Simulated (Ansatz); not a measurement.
AlNi3 (Fm-3m), symmetry broken, then relaxed

Level of theory: DFT PBEsol, scalar-relativistic, plane waves, PAW in Ansatz. Settings: plane waves to 420 eV, k-mesh 8×8×6 (Γ-centred), Gaussian smearing 0.15 eV. No spin polarisation. A magnetic state may lie lower. Energies are free energies at this smearing, counted from the undisturbed cell; pressure is positive in compression.

Reference structure (relaxed at this level; it needn't be the usual structure):

```xyz
8
Lattice="0.0000 -2.7984 -2.7984 0.0000 2.7984 -2.7984 5.5968 0.0000 0.0000" Properties=species:S:1:pos:R:3 pbc="T T T"
Al    0.0000    0.0000   -2.7984
Al    2.7984    0.0000    0.0000
Ni    4.1976    1.3992   -1.3992
Ni    1.3992   -1.3992   -1.3992
Ni    0.0000    0.0000    0.0000
Ni    2.7984    0.0000   -2.7984
Ni    1.3992    1.3992   -1.3992
Ni    4.1976   -1.3992   -1.3992
```

The atoms are displaced (Å, in the unstrained cell):

```
atom ux uy uz
 Al1  -0.032  -0.027   0.056
 Al2   0.032   0.027  -0.056
 Ni3   0.060   0.012   0.036
 Ni4  -0.060  -0.012  -0.036
 Ni5   0.004   0.028   0.041
 Ni6  -0.004  -0.028  -0.041
 Ni7  -0.033  -0.023  -0.060
 Ni8   0.033   0.023   0.060
```

The atoms are then relaxed in that fixed cell.

Question: Does the relaxation return to the undisturbed structure?

Answer: No. It ends 0.9 meV/atom below it, nearly level but in another symmetry or volume. The disturbance itself cost 19.3 meV/atom. The final space group reads Pmmn (tolerance 0.05 Å) and the volume changes by 0.00 %.

Final structure:

```
Al Ni
1.0
     0.00000   -2.79841   -2.79841
     0.00000    2.79841   -2.79841
     5.59682    0.00000    0.00000
Al Ni
2 6
Cartesian
  0.0001 -0.0756 -2.7234
  2.7983 -2.7227 -2.8734
  4.1947 1.4743 -1.4751
  1.3966 1.3242 -4.1217
  5.5968 -2.7345 -2.8621
  2.7984 -0.0640 -2.7347
  1.4021 1.4744 -1.4747
  4.2003 1.3240 -4.1221
```

The relaxation, step by step (energy from the first step):

```csv
step,ΔE (meV/atom),largest force component (eV/Å),pressure (GPa)
1,0.0,0.653,n/a
2,-10.7,0.427,n/a
3,-19.9,0.011,n/a
4,-19.9,0.012,n/a
5,-20.2,0.005,n/a
6,-20.2,0.005,n/a
7,-20.2,0.004,n/a
```

Frames along the relaxation (Å, eV/Å):

```xyz
8
Lattice="0.000 -2.798 -2.798 0.000 2.798 -2.798 5.597 0.000 0.000" Properties=species:S:1:pos:R:3:forces:R:3 pbc="T T T" step=1
Al   -0.032   -0.027   -2.742    0.256    0.189   -0.589
Al    2.830    0.027   -0.056   -0.357   -0.099    0.544
Ni    4.257    1.411   -1.364   -0.468   -0.002   -0.564
Ni    1.339   -1.411   -1.435    0.625    0.064    0.653
Ni    0.004    0.028    0.041   -0.041   -0.226   -0.407
Ni    2.795   -0.028   -2.840   -0.047    0.150    0.306
Ni    1.366    1.376   -1.460    0.349    0.258    0.307
Ni    4.231   -1.376   -1.339   -0.317   -0.334   -0.250
8
Lattice="0.000 -2.798 -2.798 0.000 2.798 -2.798 5.597 0.000 0.000" Properties=species:S:1:pos:R:3:forces:R:3 pbc="T T T" step=2
Al   -0.022   -0.025   -2.760    0.185    0.115   -0.385
Al    2.820    0.024   -0.038   -0.224   -0.063    0.353
Ni    4.240    1.408   -1.384   -0.350   -0.006   -0.369
Ni    1.357   -1.408   -1.416    0.420    0.035    0.427
Ni    0.004    0.025    0.026   -0.029   -0.136   -0.261
Ni    2.795   -0.024   -2.823   -0.018    0.094    0.197
Ni    1.376    1.385   -1.446    0.241    0.175    0.204
Ni    4.221   -1.385   -1.352   -0.225   -0.214   -0.166
8
Lattice="0.000 -2.798 -2.798 0.000 2.798 -2.798 5.597 0.000 0.000" Properties=species:S:1:pos:R:3:forces:R:3 pbc="T T T" step=3
Al    0.000   -0.078   -2.785    0.001    0.003   -0.004
Al    2.799    0.078   -0.013   -0.004    0.004    0.001
Ni    4.198    1.412   -1.477   -0.008    0.004   -0.004
Ni    1.398   -1.412   -1.322    0.005   -0.002    0.011
Ni    0.000    0.067   -0.010   -0.003   -0.004   -0.010
Ni    2.798   -0.067   -2.788   -0.002    0.000    0.003
Ni    1.399    1.412   -1.478    0.008    0.004    0.003
Ni    4.198   -1.411   -1.321    0.002   -0.009   -0.002
8
Lattice="0.000 -2.798 -2.798 0.000 2.798 -2.798 5.597 0.000 0.000" Properties=species:S:1:pos:R:3:forces:R:3 pbc="T T T" step=4
Al    0.000   -0.078   -2.785    0.001    0.003   -0.004
Al    2.799    0.078   -0.013   -0.004    0.004    0.001
Ni    4.198    1.412   -1.477   -0.007    0.004   -0.004
Ni    1.398   -1.412   -1.322    0.004   -0.002    0.012
Ni    0.000    0.067   -0.010   -0.003   -0.004   -0.010
Ni    2.798   -0.067   -2.788   -0.002    0.000    0.003
Ni    1.399    1.412   -1.478    0.008    0.004    0.003
Ni    4.198   -1.411   -1.321    0.003   -0.009   -0.002
8
Lattice="0.000 -2.798 -2.798 0.000 2.798 -2.798 5.597 0.000 0.000" Properties=species:S:1:pos:R:3:forces:R:3 pbc="T T T" step=5
Al    0.000   -0.076   -2.736    0.000    0.001    0.004
Al    2.798    0.076   -0.063    0.000   -0.001   -0.004
Ni    4.195    1.462   -1.475    0.000    0.005    0.000
Ni    1.397   -1.462   -1.324    0.000   -0.005    0.000
Ni    0.000    0.064   -0.053    0.000    0.000   -0.005
Ni    2.798   -0.064   -2.745    0.000    0.000    0.005
Ni    1.402    1.462   -1.475    0.000    0.005    0.000
Ni    4.200   -1.462   -1.323    0.000   -0.005    0.000
8
Lattice="0.000 -2.798 -2.798 0.000 2.798 -2.798 5.597 0.000 0.000" Properties=species:S:1:pos:R:3:forces:R:3 pbc="T T T" step=6
Al    0.000   -0.076   -2.735    0.000    0.000    0.005
Al    2.798    0.076   -0.064    0.000    0.000   -0.005
Ni    4.195    1.463   -1.475    0.000    0.005    0.001
Ni    1.397   -1.463   -1.323   -0.001   -0.005   -0.001
Ni    0.000    0.064   -0.054    0.000    0.000   -0.003
Ni    2.798   -0.064   -2.744    0.000    0.000    0.003
Ni    1.402    1.463   -1.475    0.000    0.004    0.000
Ni    4.200   -1.463   -1.323    0.001   -0.004    0.000
8
Lattice="0.000 -2.798 -2.798 0.000 2.798 -2.798 5.597 0.000 0.000" Properties=species:S:1:pos:R:3:forces:R:3 pbc="T T T" step=7
Al    0.000   -0.076   -2.723   -0.001    0.000    0.001
Al    2.798    0.076   -0.075    0.001   -0.001   -0.001
Ni    4.195    1.474   -1.475    0.001   -0.001    0.004
Ni    1.397   -1.474   -1.323   -0.002    0.001   -0.004
Ni    0.000    0.064   -0.064    0.000    0.001    0.001
Ni    2.798   -0.064   -2.735    0.000   -0.001    0.000
Ni    1.402    1.474   -1.475   -0.001   -0.002    0.001
Ni    4.200   -1.474   -1.324    0.001    0.002   -0.001
```

Cost: 3 runs of about 14 core-minutes in all, on AMD EPYC 7R43 (Zen 3) (shared hosts).